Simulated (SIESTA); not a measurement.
**Input and output of a self-consistent single point for InN (P6_3mc, 4 atoms in the cell) (SIESTA)**

Method: GGA PBE, numerical atomic orbitals DZP, PseudoDojo PBE standard norm-conserving potentials (rewritten from UPF to PSML) run with SIESTA.

This input was run:

```
# files in the folder: In.psml N.psml (PseudoDojo PBE standard)
SystemName  InN
SystemLabel inn

NumberOfAtoms                4
NumberOfSpecies              2
%block ChemicalSpeciesLabel
  1 49 In
  2 7 N
%endblock ChemicalSpeciesLabel
LatticeConstant              1.0 Ang
%block LatticeVectors
     3.558786000    0.000000000    0.000000000
    -1.779393000    3.081999000    0.000000000
     0.000000000    0.000000000    5.745745000
%endblock LatticeVectors
AtomicCoordinatesFormat      Ang
%block AtomicCoordinatesAndAtomicSpecies
     1.779394779    1.027331973    2.875630458  1
    -0.000001779    2.054667027    0.002757958  1
     1.779394779    1.027331973    5.053497642  2
    -0.000001779    2.054667027    2.180625142  2
%endblock AtomicCoordinatesAndAtomicSpecies

XC.functional                GGA
XC.authors                   PBE
PAO.BasisSize                DZP
PAO.EnergyShift              0.01 Ry
MeshCutoff                   400 Ry
%block kgrid.MonkhorstPack
    7   0   0  0.0
    0   7   0  0.0
    0   0   4  0.0
%endblock kgrid.MonkhorstPack
OccupationFunction           FD
ElectronicTemperature        1160.45 K

MaxSCFIterations             150
SCF.Mixer.Method             Broyden
SCF.Mixer.Weight             0.1
SCF.Mixer.History            6
SCF.DM.Tolerance             1.0E-05
Diag.ParallelOverK           true
WriteForces                  true
```

Output (repeated stretches shortened):

```
reinit: Reading from file input.fdf

reinit: System Name: InN
reinit: System Label: inn

coor:   Atomic-coordinates input format  =     Cartesian coordinates
coor:                                          (in Angstroms)

siesta: Atomic coordinates (Bohr) and species
siesta:      3.36257   1.94138   5.43415  1        1
siesta:     -0.00000   3.88276   0.00521  1        2
siesta:      3.36257   1.94138   9.54973  2        3
siesta:     -0.00000   3.88276   4.12078  2        4

siesta: System type = bulk

initatomlists: Number of atoms, orbitals, and projectors:      4    62    52

siesta: ******************** Simulation parameters ****************************
redata: Spin configuration                          = none
redata: Time-Reversal Symmetry                      = T
redata: Number of Atomic Species                    =        2
redata: Mesh Cutoff                                 =   400.0000 Ry
redata: Net charge of the system                    =     0.0000 |e|
redata: Min. number of SCF Iter                     =        0
redata: Max. number of SCF Iter                     =      150
redata: SCF convergence failure will abort job
redata: SCF mix quantity                            = Hamiltonian
redata: Mix DM or H after convergence               =   F
redata: Recompute H after scf cycle                 =   F
redata: Mix DM in first SCF step                    =   T
redata: No kicks to SCF
redata: DM Mixing Weight for Kicks                  =     0.5000
redata: Require Harris convergence for SCF          =   F
redata: Harris energy tolerance for SCF             =     0.000100 eV
redata: Require DM convergence for SCF              =   T
redata: DM tolerance for SCF                        =     0.000010
redata: Require EDM convergence for SCF             =   F
redata: EDM tolerance for SCF                       =     0.001000 eV
redata: Require H convergence for SCF               =   T
redata: Hamiltonian tolerance for SCF               =     0.001000 eV
redata: Require (free) Energy convergence for SCF   =   F
redata: (free) Energy tolerance for SCF             =     0.000100 eV
redata: Using DFT-D3 dispersion                     =   F
redata: Using Saved Data (generic)                  =   F
redata: Method of Calculation                       = Diagonalization
redata: Electronic Temperature                      =  1160.4500 K
redata: Number of TDED substeps                     =        3
redata: Dynamics option                             = Single-point calculation
redata: Save all siesta data in one NC              =   F
redata: ***********************************************************************

%block SCF.Mixers
  Broyden
%endblock SCF.Mixers

%block SCF.Mixer.Broyden
  # Mixing method
  method broyden

  # Mixing options
  weight 0.1000
  weight.linear 0.1000
  weight.prime 0.1000
  history 6
%endblock SCF.Mixer.Broyden

DM_history_depth set to one: no extrapolation allowed by default for geometry relaxation
Size of DM history Fstack: 1
Total number of electrons:    36.000000
Total ionic charge:    36.000000

* ProcessorY, Blocksize:    1  63

* Orbital distribution balance (max,min):    62    62

k-point displ. along   3 input, could be:     0.00    0.50
 Kpoints in:          112 . Kpoints trimmed:          102

siesta: k-grid: Number of k-points = 102
siesta: k-points from Monkhorst-Pack grid
siesta: k-cutoff (effective) =    11.491 Ang
siesta: k-point supercell and displacements
siesta: k-grid:     7     0     0      0.000
siesta: k-grid:     0     7     0      0.000
siesta: k-grid:     0     0     4      0.000

diag: Algorithm                                     = D&C
diag: Parallel over k                               =   F
diag: Use parallel 2D distribution                  =   F
diag: Parallel block-size                           = 63
diag: Parallel distribution                         =     1 x     1
diag: Used triangular part                          = Lower
diag: Absolute tolerance                            =  0.100E-15
diag: Orthogonalization factor                      =  0.100E-05
diag: Memory factor                                 =  1.0000

superc: Internal auxiliary supercell:     7 x     7 x     5  =     245
superc: Number of atoms, orbitals, and projectors:    980  15190  12740

                        Single-point calculation

superc: Internal auxiliary supercell:     7 x     7 x     5  =     245
superc: Number of atoms, orbitals, and projectors:    980  15190  12740

outcell: Unit cell vectors (Ang):
        3.558786    0.000000    0.000000
       -1.779393    3.081999    0.000000
        0.000000    0.000000    5.745745

outcell: Cell vector modules (Ang)   :    3.558786    3.558786    5.745745
outcell: Cell angles (23,13,12) (deg):     90.0000     90.0000    120.0000
outcell: Cell volume (Ang**3)        :     63.0203
new_DM -- step:     1
Initializing Density Matrix...

Attempting to read DM from file... Failed...
DM filled with atomic data:

InitMesh: MESH = 40 x 40 x 72 = 115200
InitMesh: Mesh cutoff (required, used) =   400.000   433.985 Ry

stepf: Fermi-Dirac step function

        iscf     Eharris(eV)        E_KS(eV)     FreeEng(eV)     dDmax    Ef(eV) dHmax(eV)
   scf:    1    -4157.519593    -4172.007274    -4172.007520  1.693399 -6.149337  9.242856
   scf:    2    -4178.576501    -4175.523343    -4175.524614  0.043491 -5.757087  6.174791
   scf:    3    -4179.551755    -4178.570271    -4178.574463  0.100091 -4.747001  1.309495
   scf:    4    -4178.675204    -4178.629252    -4178.633488  0.048555 -4.891994  0.524107
   scf:    5    -4178.647624    -4178.641211    -4178.645450  0.027731 -4.886803  0.036390
   scf:    6    -4178.641377    -4178.641303    -4178.645544  0.003316 -4.885958  0.026597
   [... 2 lines left out ...]
   scf:    9    -4178.641400    -4178.641400    -4178.645642  0.000054 -4.885915  0.000408
   scf:   10    -4178.641400    -4178.641400    -4178.645642  0.000014 -4.885910  0.000368
   scf:   11    -4178.641400    -4178.641400    -4178.645642  0.000012 -4.885907  0.000328
   scf:   12    -4178.641400    -4178.641400    -4178.645642  0.000011 -4.885904  0.000297
   scf:   13    -4178.641400    -4178.641400    -4178.645642  0.000010 -4.885901  0.000269

SCF Convergence by DM+H criterion
max |DM_out - DM_in|         :     0.0000098560
max |H_out - H_in|      (eV) :     0.0002685447
SCF cycle converged after 13 iterations

Using DM_out to compute the final energy and forces

siesta: E_KS(eV) =            -4178.6414

siesta: E_KS - E_eggbox =     -4178.6414

siesta: Atomic forces (eV/Ang):
     1   -0.000127    0.000074    0.006349
     2    0.000127   -0.000074    0.006349
     3   -0.000105    0.000061   -0.004715
     4    0.000105   -0.000061   -0.004715
   Tot    0.000000    0.000000    0.003268
   Max    0.006349
   Res    0.003230    sqrt( Sum f_i^2 / 3N )
   Max    0.006349    constrained

Stress tensor Voigt[x,y,z,yz,xz,xy] (kbar):      -44.51      -44.42      -39.81        0.00        0.00        0.08
(Free)E + p*V (eV/cell)    -4176.9576
Target enthalpy (eV/cell)    -4178.6456

siesta: Program's energy decomposition (eV):
siesta: Ebs     =      -537.048013
siesta: Eions   =      5311.653571
siesta: Ena     =       562.324110
siesta: Ekin    =      2661.164210
siesta: Enl     =      -857.243206
siesta: Eso     =         0.000000
siesta: Edftu   =         0.000000
siesta: DEna    =        21.822965
siesta: DUscf   =         1.860098
siesta: DUext   =         0.000000
siesta: Ex      =     -1179.116856
siesta: Ec      =       -77.799149
siesta: Exc     =     -1256.916006
siesta: Eharris =     -4178.641400
siesta: Etot    =     -4178.641400
siesta: FreeEng =     -4178.645642

siesta: Stress tensor (static) (eV/Ang**3):
siesta:    -0.027783    0.000049    0.000000
siesta:     0.000049   -0.027727    0.000000
siesta:     0.000000    0.000000   -0.024847

siesta: Cell volume =         63.020336 Ang**3

siesta: Pressure (static):
siesta:                Solid            Molecule  Units
siesta:           0.00029173          0.00029315  Ry/Bohr**3
siesta:           0.02678579          0.02691616  eV/Ang**3
siesta:          42.91556367         43.12444517  kBar
```

The run converged in 13 iterations.

The starting cell comes from a database of computed structures (which also holds hypothetical and non-ambient phases and stackings), without a prior relaxation at this level. Its lattice was rescaled by a random factor within 2.5 % of one. Values carry the incompleteness of an atom-centred basis. With a pressure of about 4 GPa the cell is away from its equilibrium volume at this level. The run gives no clean gap (levels at the Fermi energy touch, overlap or are partly filled at this smearing), which alone does not show that the compound is a metal.

Cost on one core of a shared machine: roughly 80 s.
